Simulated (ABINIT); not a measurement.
The system is Au.

```
Au
1.0
     2.90000    0.00000    0.00000
    -1.45000    2.51147    0.00000
     0.00000    0.00000    4.88000
Au
2
Direct
  0.66667 0.33333 0.25000
  0.33333 0.66667 0.75000
```

This isn't the form of Au at room conditions, which is fcc.

| Item | Value |
| --- | --- |
| Program | ABINIT 10.8.3 (patched build) |
| Task | relaxation of cell and atoms |
| Functional | PBEsol |
| Potentials or basis | JTH PAW PBE v2.0 |
| Cutoff | 544 eV |
| k mesh | 11 × 11 × 6 |
| Occupations | fermi-dirac, width 0.05 eV |
| Spin | no spin polarisation |

At the start: pressure -6.0 GPa; volume 17.77 Å³/atom.

Problem. Where does the relaxation end?

Solution. Over 8 steps the energy falls by 13.6 meV/atom and the volume is 17.09 Å³/atom (-3.8 %); space group P6_3/mmc (No. 194, to 0.05 Å).

Step by step:
| step | energy change (eV) | largest force (eV/Å) | pressure (GPa) | volume (Å³) |
| --- | --- | --- | --- | --- |
| 1 | 0.0000 | 0.0000 | -5.97 | 35.54 |
| 2 | -0.0188 | 0.0000 | -3.29 | 34.90 |
| 3 | -0.0265 | 0.0000 | 0.28 | 34.14 |
| 4 | -0.0266 | 0.0000 | 0.04 | 34.18 |
| 5 | -0.0270 | 0.0000 | -0.22 | 34.23 |
| 6 | -0.0271 | 0.0000 | -0.18 | 34.21 |
| 7 | -0.0271 | 0.0000 | -0.05 | 34.19 |
| 8 | -0.0272 | 0.0000 | 0.00 | 34.18 |

Final structure:
```
CELL_PARAMETERS angstrom
2.87324 0.00000 0.00000
-1.43662 2.48830 0.00000
0.00000 0.00000 4.78028
ATOMIC_POSITIONS crystal
Au 0.66667 0.33333 0.25000
Au 0.33333 0.66667 0.75000
```

Caveat: the PAW data sets were made with another functional, which shifts forces and pressure a little.
